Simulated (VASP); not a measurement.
# GeSb₂Te₄: restarted molecular dynamics, 2 variants

GeSb₂Te₄, I-4m2 (no. 119), 14 atoms in the cell. PBE, molecular dynamics; PAW potentials Te, Sb, Ge (PBE set).

| Restart from | Temperature at the end (K) | The same without a restart (K) | Potential energy at the end (eV/atom) | The same without a restart (eV/atom) | Electronic steps in the first step after the restart | Time (s) |
|---|---|---|---|---|---|---|
| CONTCAR with velocities, WAVECAR read | 1128.0 | 1128.0 | -3.65721 | -3.65721 | 6 | 554 |
| CONTCAR with velocities, no WAVECAR | 1128.0 | 1128.0 | -3.65721 | -3.65721 | 18 | 571 |

Limits: 180 fs of 14 atoms are too short for converged averages.

## Input of the first row

INCAR.step1:
```
GGA      = PE             # functional
PREC     = Normal         # precision mode
ENCUT    = 200            # plane-wave cutoff, eV
EDIFF    = 1E-6           # SCF threshold, eV
NELMIN   = 4            
NELM     = 60             # most SCF steps
ALGO     = Normal         # electronic algorithm
LREAL    = Auto         
LASPH    = True           # aspherical terms in the spheres
ISMEAR   = 0              # smearing method
SIGMA    = 0.05           # smearing width, eV
ISYM     = 0            
LWAVE    = True           # write WAVECAR
LCHARG   = False          # write CHGCAR
IBRION   = 0              # ionic algorithm
NSW      = 30             # ionic steps
POTIM    = 3.0            # step
TEBEG    = 1600         
ISIF     = 2              # what is computed and relaxed
RANDOM_SEED= 765945 0 0   
MDALGO   = 1            
ANDERSEN_PROB= 0.0          
KPAR     = 2             
```

INCAR.step2, as INCAR.step1 but for:
```
- LWAVE = True
+ LWAVE = False
```

KPOINTS:
```
k-points
0
Monkhorst-Pack
  2 2 1
```

POSCAR.step1:
```
GeSb2Te4
1.0
    6.1191500000      0.0000000000      0.0000000000
    0.0000000000      6.1191500000      0.0000000000
    0.0000000000      0.0000000000     12.1028300000
Te Sb Ge
8 4 2
Direct
    0.5000000000      0.5000000000      0.2518380000
    0.0000000000      0.5000000000      0.4983800000
    0.0000000000      0.0000000000      0.2481620000
    0.0000000000      0.5000000000      0.0016200000
    0.0000000000      0.0000000000      0.7518380000
    0.5000000000      0.0000000000      0.9983800000
    0.5000000000      0.5000000000      0.7481620000
    0.5000000000      0.0000000000      0.5016200000
    0.5000000000      0.0000000000      0.2500000000
    0.5000000000      0.5000000000      0.0000000000
    0.0000000000      0.5000000000      0.7500000000
    0.0000000000      0.0000000000      0.5000000000
    0.0000000000      0.0000000000      0.0000000000
    0.5000000000      0.5000000000      0.5000000000
```

Commands (each step's output is kept before the next begins):
```
cat potpaw_PBE.64/Te/POTCAR potpaw_PBE.64/Sb/POTCAR potpaw_PBE.64/Ge/POTCAR > POTCAR
cp INCAR.step1 INCAR
cp POSCAR.step1 POSCAR
mpirun -np 2 vasp_std > vasp.out
cp CONTCAR POSCAR
cp INCAR.step2 INCAR
mpirun -np 2 vasp_std > vasp.out
```

Changes of the last row against the first:
```
(step 1)
- LWAVE = True
+ LWAVE = False
```

VASP 6.6.1 took 554 s on 2 cores (AMD EPYC 7R43 (Zen 3)), a shared host.
